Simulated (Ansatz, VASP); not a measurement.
## CdSe in VASP and in Ansatz

```
CELL_PARAMETERS angstrom
0.00000 3.06778 3.06778
3.06778 0.00000 3.06778
3.06778 3.06778 0.00000
ATOMIC_POSITIONS crystal
Cd 0.00000 0.00000 0.00000
Se 0.25000 0.25000 0.25000
```

Alike in both runs: task single point; functional PBE; k mesh 6 × 6 × 6; no spin polarisation.

|  | VASP | Ansatz |
| --- | --- | --- |
| version | VASP 6.6.1 | Ansatz 0.2.0 |
| potentials or method | VASP PAW PBE potentials, release 64 (Cd, Se) | plane waves, PAW |
| plane-wave cutoff (eV) | 520 | 420 |
| occupations | gaussian, width 0.01 eV | fixed |
| valence electrons in the cell | 18 | 36 |

|  | VASP | Ansatz | Ansatz less VASP |
| --- | --- | --- | --- |
| gap on the k mesh at the Fermi level (eV) | 0.55 | 0.55 | +0.001 |

The two sets of potentials don't hold the same shells in valence.
